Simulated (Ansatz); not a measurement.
# HfC: the cost of one run

Program: Ansatz 0.2.0. Level of theory: DFT PBE, scalar-relativistic, plane waves, PAW. These are calculated values, not measurements.

**1. The starting structure**

It takes space group Fm-3m (No. 225, cubic). The conventional cell has a = 4.650 Å, b = 4.650 Å, c = 4.650 Å, α = 90.00°, β = 90.00°, γ = 90.00°. Hf (site symmetry m-3m) is surrounded by 6 C at 2.33 Å. C (site symmetry m-3m) is surrounded by 6 Hf at 2.33 Å.

Structure file:

```
CELL_PARAMETERS angstrom
0.00000 2.32500 2.32500
2.32500 0.00000 2.32500
2.32500 2.32500 0.00000
ATOMIC_POSITIONS crystal
Hf 0.50000 0.50000 0.50000
C 0.00000 0.00000 0.00000
```

No relaxation comes first: the listed cell is the starting point.

**2. The reference cell**

The reference gives a free energy of -15974.1436 eV, pressure 0.21 GPa, largest force 0.000 eV/Å and gap on the mesh none (metal). It was computed beforehand with the settings of the runs below.

**3. Next: biaxial against axial strain**

The cell is strained by p along both x and y and by q along z, with fractional coordinates fixed.

**4. p = -0.030, q = -0.030**

Contents of input.yaml:

```yaml
crystal:
  lattice:
    - [0.0, 2.25525, 2.25525]
    - [2.25525, 0.0, 2.25525]
    - [2.25525, 2.25525, 0.0]
  atoms:
    - { symbol: Hf, position: [0.5, 0.5, 0.5] }
    - { symbol: C, position: [0.0, 0.0, 0.0] }
basis:
  ecutwfc: 420
kpoints:
  mp_grid: { grid: [18, 18, 18] }
hamiltonian:
  xc: pbe
scf:
  occupations: { method: gaussian, width: 0.15 }
output:
  forces: true
  stress: true
  eigenvalues: true
```

The run is started by

```
$ ansatz run input.yaml --threads 1 --pin off --max-ram 2560MiB --backend cpu --events-out ev --progress --plain --runs-dir out
```

What time and memory should one allow on 1 thread of Arm Neoverse V2, shared host?

About 4.1 s, with a peak of 0.35 GiB.
